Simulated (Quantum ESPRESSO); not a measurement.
# In (Im-3m) in Quantum ESPRESSO: reference runs

Aim: a first look at In with PBE, on the cell as given and on a disturbed one.

Program: Quantum ESPRESSO 7.5. These are calculated values, not measurements. Logs are shortened: lines on timing, memory, paths and dates and some standing lists are left out, and cuts for length are marked.

### 1 Starting point

It takes space group Im-3m (No. 229, cubic). Conventional cell: a = 3.765 Å, b = 3.765 Å, c = 3.765 Å, α = 90.00°, β = 90.00°, γ = 90.00°. In (site symmetry m-3m) has 8 In at 3.26 Å as nearest neighbours.

This isn't the form of In at room conditions, which is tetragonal.

### 2 Single point, PBE

Input file pw.in:

```
&CONTROL
  calculation = 'scf'
  prefix = 'pwscf'
  outdir = './tmp'
  pseudo_dir = './pseudo'
  tprnfor = .true.
  tstress = .true.
  disk_io = 'nowf'
/
&SYSTEM
  ibrav = 0
  nat = 1
  ntyp = 1
  ecutwfc = 55
  ecutrho = 440
  nbnd = 12
  occupations = 'smearing'
  smearing = 'fd'
  degauss = 0.00367493
/
&ELECTRONS
  conv_thr = 2d-10
  electron_maxstep = 120
  mixing_beta = 0.5
/
ATOMIC_SPECIES
In   114.8180 In.pbe-dn-rrkjus_psl.0.2.2.UPF
CELL_PARAMETERS angstrom
  -1.8825252400    1.8825252400    1.8825252400
   1.8825252400   -1.8825252400    1.8825252400
   1.8825252400    1.8825252400   -1.8825252400
ATOMIC_POSITIONS crystal
In     0.0000000000    0.0000000000    0.0000000000
K_POINTS automatic
10 10 10 0 0 0
```

Potentials or basis: SSSP 1.3 efficiency PBE.

Started as:

```bash
> OMP_NUM_THREADS=1 pw.x -in pw.in > pw.out
```

pw.out:

```text
This program is part of the open-source Quantum ESPRESSO suite
     for quantum simulation of materials; please cite
         "P. Giannozzi et al., J. Phys.:Condens. Matter 21 395502 (2009);
         "P. Giannozzi et al., J. Phys.:Condens. Matter 29 465901 (2017);
         "P. Giannozzi et al., J. Chem. Phys. 152 154105 (2020);
     in publications or presentations arising from this work. More details at

     file In.pbe-dn-rrkjus_psl.0.2.2.UPF: wavefunction(s)  5S renormalized
     Message from routine setup:
     using ibrav=0 with symmetry is DISCOURAGED, use correct ibrav instead

     G-vector sticks info
     --------------------
     sticks:   dense  smooth     PW     G-vecs:    dense   smooth      PW
     Sum        1255     627    229                28075    10005    2171

     Using Slab Decomposition

     bravais-lattice index     =            0
     lattice parameter (alat)  =       6.1617  a.u.
     unit-cell volume          =     180.0856 (a.u.)^3
     number of atoms/cell      =            1
     number of atomic types    =            1
     number of electrons       =        13.00
     number of Kohn-Sham states=           12
     kinetic-energy cutoff     =      55.0000  Ry
     charge density cutoff     =     440.0000  Ry
     scf convergence threshold =      2.0E-10
     mixing beta               =       0.5000
     number of iterations used =            8  plain     mixing
     Exchange-correlation= PBE
                           (   1   4   3   4   0   0   0)

     celldm(1)=   6.161696  celldm(2)=   0.000000  celldm(3)=   0.000000
     celldm(4)=   0.000000  celldm(5)=   0.000000  celldm(6)=   0.000000

     crystal axes: (cart. coord. in units of alat)
               a(1) = (  -0.577350   0.577350   0.577350 )
               a(2) = (   0.577350  -0.577350   0.577350 )
               a(3) = (   0.577350   0.577350  -0.577350 )

     reciprocal axes: (cart. coord. in units 2 pi/alat)
               b(1) = ( -0.000000  0.866025  0.866025 )
               b(2) = (  0.866025 -0.000000  0.866025 )
               b(3) = (  0.866025  0.866025  0.000000 )

     PseudoPot. # 1 for In read from file:
     In.pbe-dn-rrkjus_psl.0.2.2.UPF
     Pseudo is Ultrasoft + core correction, Zval = 13.0
     Generated using "atomic" code by A. Dal Corso  v.5.0.99 svn rev. 10869
     Using radial grid of 1241 points,  6 beta functions with:
                l(1) =   0
                l(2) =   0
                l(3) =   1
                l(4) =   1
                l(5) =   2
                l(6) =   2
     Q(r) pseudized with 0 coefficients

     atomic species   valence    mass     pseudopotential
     In               13.00   114.81800     In( 1.00)

     48 Sym. Ops., with inversion, found

   Cartesian axes

     site n.     atom                  positions (alat units)
         1        In     tau(   1) = (   0.0000000   0.0000000   0.0000000  )

     number of k points=    47  Fermi-Dirac smearing, width (Ry)=  0.0037
                       cart. coord. in units 2pi/alat
        k(    1) = (   0.0000000   0.0000000   0.0000000), wk =   0.0020000
        k(    2) = (   0.0866025   0.0866025   0.0000000), wk =   0.0240000
        k(    3) = (   0.1732051   0.1732051   0.0000000), wk =   0.0240000
        k(    4) = (   0.2598076   0.2598076   0.0000000), wk =   0.0240000
        k(    5) = (   0.3464102   0.3464102   0.0000000), wk =   0.0240000
        k(    6) = (  -0.4330127  -0.4330127   0.0000000), wk =   0.0120000
[... 39 lines left out ...]
        k(   46) = (  -0.8660254  -0.0866025  -0.0866025), wk =   0.0240000
        k(   47) = (  -0.8660254  -0.8660254  -0.8660254), wk =   0.0020000

     Dense  grid:    28075 G-vectors     FFT dimensions: (  45,  45,  45)

     Smooth grid:    10005 G-vectors     FFT dimensions: (  30,  30,  30)

     Initial potential from superposition of free atoms

     starting charge      12.9963, renormalised to      13.0000
     Starting wfcs are    9 randomized atomic wfcs +    3 random wfcs

     Self-consistent Calculation

     iteration #  1     ecut=    55.00 Ry     beta= 0.50
     Davidson diagonalization with overlap
     ethr =  1.00E-02,  avg # of iterations =  5.4

     Threshold (ethr) on eigenvalues was too large:
     Diagonalizing with lowered threshold

     Davidson diagonalization with overlap
     ethr =  4.50E-05,  avg # of iterations =  6.4

     total energy              =    -144.84074828 Ry
     estimated scf accuracy    <       0.00591795 Ry

     iteration #  2     ecut=    55.00 Ry     beta= 0.50
     Davidson diagonalization with overlap
     ethr =  4.55E-05,  avg # of iterations =  1.7

     total energy              =    -144.84157110 Ry
     estimated scf accuracy    <       0.00035390 Ry

     iteration #  3     ecut=    55.00 Ry     beta= 0.50
     Davidson diagonalization with overlap
     ethr =  2.72E-06,  avg # of iterations =  4.6

     total energy              =    -144.84167494 Ry
     estimated scf accuracy    <       0.00008550 Ry

     iteration #  4     ecut=    55.00 Ry     beta= 0.50
     Davidson diagonalization with overlap
     ethr =  6.58E-07,  avg # of iterations =  2.0

     total energy              =    -144.84167770 Ry
     estimated scf accuracy    <       0.00002879 Ry

     iteration #  5     ecut=    55.00 Ry     beta= 0.50
     Davidson diagonalization with overlap
     ethr =  2.21E-07,  avg # of iterations =  1.9
[... 22 lines left out ...]
     total energy              =    -144.84168385 Ry
     estimated scf accuracy    <       0.00000012 Ry

     iteration #  9     ecut=    55.00 Ry     beta= 0.50
     Davidson diagonalization with overlap
     ethr =  3.76E-10,  avg # of iterations =  2.0

     total energy              =    -144.84168386 Ry
     estimated scf accuracy    <          4.0E-09 Ry

     iteration # 10     ecut=    55.00 Ry     beta= 0.50
     Davidson diagonalization with overlap
     ethr =  3.06E-11,  avg # of iterations =  4.0

     total energy              =    -144.84168387 Ry
     estimated scf accuracy    <          5.5E-10 Ry

     iteration # 11     ecut=    55.00 Ry     beta= 0.50
     Davidson diagonalization with overlap
     ethr =  4.26E-12,  avg # of iterations =  1.7

     End of self-consistent calculation

          k = 0.0000 0.0000 0.0000 (  1253 PWs)   bands (ev):

    -4.9019  -4.9019  -4.9019  -4.6386  -4.6386   0.3668  20.6568  20.6568
    20.6568  23.0042  23.0042  24.6511

          k = 0.0866 0.0866 0.0000 (  1242 PWs)   bands (ev):

    -4.9120  -4.8927  -4.8628  -4.6492  -4.6390   0.5950  18.5991  19.6833
    20.1477  21.8088  22.1429  22.8076

          k = 0.1732 0.1732 0.0000 (  1254 PWs)   bands (ev):

    -4.9385  -4.8795  -4.7589  -4.6699  -4.6399   1.2877  15.1410  18.1129
    19.0206  20.9040  21.1104  23.3020

          k = 0.2598 0.2598 0.0000 (  1244 PWs)   bands (ev):

    -4.9711  -4.8911  -4.6739  -4.6406  -4.6267   2.4570  11.8240  16.7873
    17.9908  20.2749  20.3632  24.4321

          k = 0.3464 0.3464 0.0000 (  1246 PWs)   bands (ev):

    -4.9973  -4.9214  -4.6605  -4.6408  -4.5167   4.0967   8.8631  15.9264
    17.3230  19.9140  19.9200  25.9344

          k =-0.4330-0.4330 0.0000 (  1248 PWs)   bands (ev):

    -5.0073  -4.9363  -4.6528  -4.6409  -4.4739   5.8508   6.6648  15.6286
    17.0941  19.7735  19.7979  27.0116

          k = 0.1732 0.0866 0.0866 (  1245 PWs)   bands (ev):

    -4.9182  -4.8925  -4.7915  -4.6658  -4.6399   1.0558  16.6005  17.5539
    18.9805  21.8546  21.9060  23.2170

          k = 0.2598 0.1732 0.0866 (  1243 PWs)   bands (ev):

    -4.9438  -4.8820  -4.6882  -4.6786  -4.6404   1.9881  13.5226  15.8765
    17.8100  21.1224  22.3700  23.2780

          k = 0.3464 0.2598 0.0866 (  1249 PWs)   bands (ev):

    -4.9721  -4.8938  -4.6740  -4.6469  -4.5727   3.3946  10.4350  14.8512
    16.9413  20.5547  22.1946  24.1197

          k = 0.4330 0.3464 0.0866 (  1240 PWs)   bands (ev):

    -4.9894  -4.9134  -4.6581  -4.6492  -4.5041   5.2317   7.7329  14.3249
    16.4882  20.2721  21.9372  25.5944

          k = 0.3464 0.1732 0.1732 (  1240 PWs)   bands (ev):

    -4.9512  -4.8677  -4.6850  -4.6639  -4.6017   3.1593  11.8942  13.1837
    16.8572  21.9770  22.0205  25.3699

          k = 0.4330 0.2598 0.1732 (  1239 PWs)   bands (ev):
[... 39 lines left out ...]
          k = 0.3464 0.2598 0.2598 (  1240 PWs)   bands (ev):

    -4.9453  -4.8818  -4.6560  -4.6515  -4.6018   4.3228  10.6443  12.1105
    13.9674  24.9068  25.0114  26.5607

          k = 0.4330 0.3464 0.2598 (  1231 PWs)   bands (ev):

    -4.9481  -4.8413  -4.6611  -4.6465  -4.6115   6.0668   8.6169  11.1084
    13.4947  24.6778  26.4750  26.7671

          k = 0.0000-0.0866 0.2598 (  1242 PWs)   bands (ev):

    -4.8988  -4.8586  -4.7659  -4.7024  -4.6406   1.5180  15.2946  17.1072
    17.8927  20.1337  22.3957  22.7807

          k = 0.5196 0.3464 0.3464 (  1232 PWs)   bands (ev):

    -4.9393  -4.7463  -4.7463  -4.6347  -4.6347   7.1303   9.0308   9.0308
    13.2378  26.2906  26.2906  26.5969

          k =-0.0000-0.1732 0.3464 (  1247 PWs)   bands (ev):

    -4.9291  -4.8670  -4.7068  -4.6527  -4.6325   2.6867  12.0249  15.8568
    17.0218  20.6650  21.6105  22.5138

          k = 0.0866-0.0866 0.3464 (  1242 PWs)   bands (ev):

    -4.8935  -4.8375  -4.7272  -4.6904  -4.6513   2.4499  13.5635  14.5752
    17.6932  19.4708  21.7732  24.6338

          k = 0.0000-0.2598 0.4330 (  1244 PWs)   bands (ev):

    -4.9537  -4.8997  -4.6883  -4.6619  -4.5211   4.3213   9.0854  15.0470
    16.4396  20.9548  21.1151  23.1683

          k = 0.0866-0.1732 0.4330 (  1241 PWs)   bands (ev):

    -4.9109  -4.8511  -4.7132  -4.6852  -4.5736   3.8503  10.8267  13.2887
    17.2517  19.9739  21.4091  24.7029

          k =-0.8660-0.3464-0.3464 (  1244 PWs)   bands (ev):

    -4.9630  -4.9157  -4.6786  -4.6654  -4.4778   6.0424   6.9245  14.7667
    16.2398  20.9494  20.9604  24.6806

          k =-0.7794-0.2598-0.3464 (  1247 PWs)   bands (ev):

    -4.9252  -4.8721  -4.7194  -4.6682  -4.5080   5.6635   8.1929  12.7541
    16.8877  20.3475  22.1995  23.9600

          k =-0.6928-0.1732-0.3464 (  1236 PWs)   bands (ev):

    -4.9082  -4.8368  -4.7424  -4.6590  -4.5445   5.4450   9.7407  10.8498
    17.6532  20.1039  21.1138  23.9491

          k =-0.6928-0.2598-0.2598 (  1238 PWs)   bands (ev):

    -4.9082  -4.8272  -4.7709  -4.6233  -4.5448   6.9508   8.2072  10.2162
    17.6910  20.4872  21.8928  21.9853

          k = 0.3464 0.3464 0.3464 (  1238 PWs)   bands (ev):

    -4.8835  -4.8835  -4.6613  -4.6421  -4.6421   5.8664   9.7062  11.4467
    11.4467  28.0197  28.1122  28.1123

          k = 0.4330 0.4330 0.3464 (  1238 PWs)   bands (ev):

    -4.8823  -4.8208  -4.7223  -4.6398  -4.6386   7.1383   8.7911  10.4426
    11.2225  28.1629  28.2606  29.1452

          k = 0.0000 0.0000 0.3464 (  1232 PWs)   bands (ev):

    -4.8093  -4.8093  -4.7676  -4.7600  -4.6664   2.2127  15.6049  15.6186
    15.6186  18.0563  24.3853  24.3853

          k =-0.0000-0.0866 0.4330 (  1242 PWs)   bands (ev):

    -4.8289  -4.8177  -4.7508  -4.7012  -4.6467   3.3757  12.5948  14.3975
    15.5289  17.9974  24.0347  24.4585

          k = 0.0000-0.1732 0.5196 (  1235 PWs)   bands (ev):

    -4.8747  -4.8370  -4.7613  -4.6835  -4.5327   4.9919   9.7370  13.6099
    15.1695  19.1853  23.2636  23.5094

          k = 0.0866-0.0866 0.5196 (  1238 PWs)   bands (ev):

    -4.8638  -4.8080  -4.7616  -4.6816  -4.5733   4.7576  11.3144  12.2403
    15.7934  17.6352  23.0885  23.7725

          k =-0.8660-0.2598-0.2598 (  1238 PWs)   bands (ev):

    -4.8924  -4.8445  -4.7737  -4.6686  -4.4879   6.6289   7.6751  13.3378
    15.0195  20.5781  21.5126  23.3281

          k =-0.7794-0.1732-0.2598 (  1237 PWs)   bands (ev):

    -4.8854  -4.8244  -4.7942  -4.6306  -4.5170   6.5189   9.0715  11.4297
    15.9095  18.6613  20.8076  23.3175

          k =-0.6928-0.1732-0.1732 (  1238 PWs)   bands (ev):

    -4.8674  -4.8674  -4.7939  -4.5542  -4.5542   7.6992   9.3534   9.3534
    16.7929  18.9750  18.9750  23.1406

          k =-0.0000-0.0000 0.5196 (  1232 PWs)   bands (ev):

    -4.8724  -4.7841  -4.6916  -4.6916  -4.6479   4.5214  13.1805  13.1805
    13.5761  16.3381  23.0825  26.9621

          k = 0.0000-0.0866 0.6062 (  1243 PWs)   bands (ev):

    -4.9154  -4.8538  -4.6876  -4.6336  -4.5467   6.1002  10.7476  12.3924
    13.8829  16.5442  20.4358  26.3268

          k =-0.8660-0.1732-0.1732 (  1244 PWs)   bands (ev):

    -4.9275  -4.8850  -4.6925  -4.6112  -4.5005   7.6342   8.8330  12.1197
    13.9325  17.7076  18.6010  26.1302

          k =-0.7794-0.0866-0.1732 (  1242 PWs)   bands (ev):

    -4.9395  -4.9144  -4.6631  -4.5645  -4.5212   7.7651  10.0697  10.7326
    14.3734  16.5519  18.0994  26.2661

          k = 0.0000 0.0000 0.6928 (  1244 PWs)   bands (ev):

    -4.9659  -4.9336  -4.5688  -4.5688  -4.5514   7.6169  11.5995  11.5995
    12.3455  15.3407  17.8606  28.7780

          k =-0.8660-0.0866-0.0866 (  1248 PWs)   bands (ev):

    -4.9800  -4.9706  -4.5647  -4.5425  -4.5107   9.0621  10.2070  11.3247
    12.6570  15.6519  16.1965  28.9205

          k =-0.8660-0.8660-0.8660 (  1264 PWs)   bands (ev):

    -5.0023  -5.0023  -4.5146  -4.5146  -4.5146  10.6622  11.0488  11.0488
    11.0488  15.0151  15.0151  30.1071

     the Fermi energy is     9.7119 ev

!    total energy              =    -144.84168387 Ry
     estimated scf accuracy    <          1.6E-10 Ry
     smearing contrib. (-TS)   =      -0.00040599 Ry
     internal energy E=F+TS    =    -144.84127788 Ry

     The total energy is F=E-TS. E is the sum of the following terms:
     one-electron contribution =     -44.85750879 Ry
     hartree contribution      =      34.08551402 Ry
     xc contribution           =     -47.62685652 Ry
     ewald contribution        =     -86.44242659 Ry

     convergence has been achieved in  11 iterations

     Forces acting on atoms (cartesian axes, Ry/au):

     atom    1 type  1   force =     0.00000000    0.00000000    0.00000000

     Total force =     0.000000     Total SCF correction =     0.000000

     Computing stress (Cartesian axis) and pressure

          total   stress  (Ry/bohr**3)                   (kbar)     P=       14.55
   0.00009893   0.00000000   0.00000000           14.55        0.00        0.00
   0.00000000   0.00009893   0.00000000            0.00       14.55        0.00
   0.00000000   0.00000000   0.00009893            0.00        0.00       14.55

=------------------------------------------------------------------------------=
   JOB DONE.
=------------------------------------------------------------------------------=
```

Run time: 15 s. Hardware: 1 thread of Arm Neoverse V2, shared host; peak memory 0.13 GiB.

What came out:

```yaml
Free_energy: -1970.6715 eV
Pressure: 1.5 GPa
Band_gap_on_the_k_mesh: none (metal or under the smearing width)
```

### 3 Single point, PBE (cell strained at random at fixed volume)

Changes to pw.in since step 2:

```diff
@@ -28,7 +28,7 @@
 CELL_PARAMETERS angstrom
-  -1.8825252400    1.8825252400    1.8825252400
-   1.8825252400   -1.8825252400    1.8825252400
-   1.8825252400    1.8825252400   -1.8825252400
+  -1.8697510000    1.8571300000    1.9138710000
+   1.8335350000   -1.9128010000    1.9333270000
+   1.8585180000    1.9015680000   -1.9695420000
 ATOMIC_POSITIONS crystal
-In     0.0000000000    0.0000000000    0.0000000000
+In    -0.0001030000   -0.0021710000    0.0014700000
 K_POINTS automatic
```

Potentials or basis: SSSP 1.3 efficiency PBE.

Started as:

```bash
> OMP_NUM_THREADS=1 pw.x -in pw.in > pw.out
```

Run time: 1.9 min. Hardware: 1 thread of Arm Neoverse V2, shared host; peak memory 0.24 GiB.

The run converged. Its results:

- Free energy: -1970.6690 eV
- Pressure: 1.5 GPa
- Band gap on the k mesh: none (metal or under the smearing width)

Stress tensor (GPa, compression positive):
```
 1.95 -0.06  0.35
-0.06  1.34  0.68
 0.35  0.68  1.20
```

Levels at points of the mesh, in eV from the Fermi level:
| k point | band 2 | band 3 | band 4 | band 5 | band 6 | band 7 | band 8 | band 9 | band 10 | band 11 |
| --- | --- | --- | --- | --- | --- | --- | --- | --- | --- | --- |
| (0.00, 0.00, 0.00) | -14.63 | -14.59 | -14.38 | -14.36 | -9.36 | 10.36 | 10.91 | 11.33 | 13.03 | 13.46 |
| (0.00, 0.00, -0.50) | -14.67 | -14.37 | -14.36 | -14.19 | -3.66 | -2.97 | 5.57 | 6.98 | 9.59 | 9.79 |
| (0.00, -0.50, 0.00) | -14.66 | -14.40 | -14.36 | -14.19 | -3.72 | -3.01 | 5.76 | 7.37 | 9.75 | 10.23 |
| (0.00, -0.50, -0.50) | -14.66 | -14.39 | -14.36 | -14.22 | -4.26 | -3.20 | 6.36 | 7.88 | 10.27 | 10.85 |
| (-0.50, 0.00, 0.00) | -14.66 | -14.41 | -14.38 | -14.19 | -3.77 | -3.04 | 5.97 | 7.64 | 10.09 | 10.38 |
| (-0.50, 0.00, -0.50) | -14.66 | -14.39 | -14.35 | -14.21 | -4.04 | -3.12 | 5.99 | 7.57 | 9.82 | 10.60 |
| (-0.50, -0.50, 0.00) | -14.67 | -14.37 | -14.35 | -14.20 | -3.77 | -3.01 | 5.50 | 7.20 | 9.24 | 10.29 |
| (-0.50, -0.50, -0.50) | -14.73 | -14.27 | -14.24 | -14.21 | 0.87 | 0.89 | 1.39 | 1.74 | 5.14 | 5.51 |
